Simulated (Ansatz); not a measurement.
# SiC: a tetragonal deformation path

An exercise on one series of results from a longer session: the logs are not shown, and one member is left open.

The COD entry's cell or inner coordinates are ideal or old and differ from later refinements, so a difference from it is no clean test against experiment.

Program: Ansatz 0.2.0. Level of theory: DFT r2SCAN, scalar-relativistic, plane waves, PAW. These are calculated values, not measurements.

### The structure to begin with

The structure is cubic, space group F-43m (No. 216). The conventional cell has a = 4.348 Å, b = 4.348 Å, c = 4.348 Å, α = 90.00°, β = 90.00°, γ = 90.00°. Si (site symmetry -43m) is surrounded by 4 C at 1.88 Å. C (site symmetry -43m) is surrounded by 4 Si at 1.88 Å.

Structure file:

```cif
data_structure
_symmetry_space_group_name_H-M 'F-43m'
_symmetry_Int_Tables_number 216
_cell_length_a 4.3480
_cell_length_b 4.3480
_cell_length_c 4.3480
_cell_angle_alpha 90.000
_cell_angle_beta 90.000
_cell_angle_gamma 90.000
_cell_volume 82.20
loop_
_atom_site_label
_atom_site_type_symbol
_atom_site_symmetry_multiplicity
_atom_site_Wyckoff_symbol
_atom_site_fract_x
_atom_site_fract_y
_atom_site_fract_z
_atom_site_occupancy
Si1 Si 4 a 0.00000 0.00000 0.00000 1
C1 C 4 c 0.25000 0.25000 0.25000 1
```

The cell is taken as given, not relaxed at this level.

The first run:

At fixed volume and fractional coordinates, lengths along (0.000, 0.000, 1.000) are scaled against those across it; ρ is that ratio over its starting value.

The input, input.yaml:

```yaml
crystal:
  lattice:
    - [0.0, 2.4403553397, 1.7253312252]
    - [2.4403553397, 0.0, 1.7253312252]
    - [2.4403553397, 2.4403553397, 0.0]
  atoms:
    - { symbol: Si, position: [0.0, 0.0, 0.0] }
    - { symbol: C, position: [0.75, 0.75, 0.75] }
basis:
  ecutwfc: 500
kpoints:
  mp_grid: { grid: [12, 12, 12] }
hamiltonian:
  xc: r2scan
scf:
  occupations: { method: gaussian, width: 0.05 }
output:
  forces: true
  stress: true
  eigenvalues: true
```

Run with:

```console
ansatz run input.yaml --threads 1 --pin off --max-ram 2560MiB --backend cpu --events-out ev --progress --plain --runs-dir out
```

Among the steps run: ρ = 0.707; ρ = 1.414; ρ = 0.850; At ρ = 1.200; ρ = 0.780; At ρ = 1.300; Point ρ = 0.920; Point ρ = 1.100; Point ρ = 0.650; ρ = 1.500; ρ = 0.960; At ρ = 1.050.

One of the session's tables, all rows but one given; the rest of the session is left out.

It belongs to the step «The scan collected». Collected from the runs (energy zero: the undisturbed cell):

```
    ρ  ΔE (meV/atom)  pressure (GPa)  gap on the mesh (eV)
0.650          687.0           -11.5                  0.00
0.707          478.5            -7.9                  0.00
0.780          268.6            -3.8                  0.00
0.850          126.8            -0.9                  0.27
0.920           37.1             0.8                  0.88
0.960            9.4             1.2                  1.28
1.000            0.0             1.3                  1.71
1.050              ?               ?                     ?
1.100           61.8             0.8                  1.16
1.200          251.4            -0.4                  0.59
1.300          567.7            -1.4                  0.00
1.414         1058.7            -1.6                  0.00
1.500         1434.1            -0.2                  0.00
```

**Question.** Estimate the row for ρ = 1.050.

Worked estimate for «ΔE (meV/atom)». A straight line through the neighbours (1.000, 0.0) and (1.100, 61.8) gives 0.0 + (61.8 − 0.0) × (1.050 − 1.000) / (1.100 − 1.000) = 30.9; a parabola fitted to 4 rows on both sides gives 15.0.

The run gave: ΔE (meV/atom): 15.2; pressure (GPa): 1.2; gap on the mesh (eV): 1.44. In «ΔE (meV/atom)» the line misses by +15.7 and the parabola by -0.2.

Where the gap reads zero, the mesh chosen for the insulator is on the coarse side.
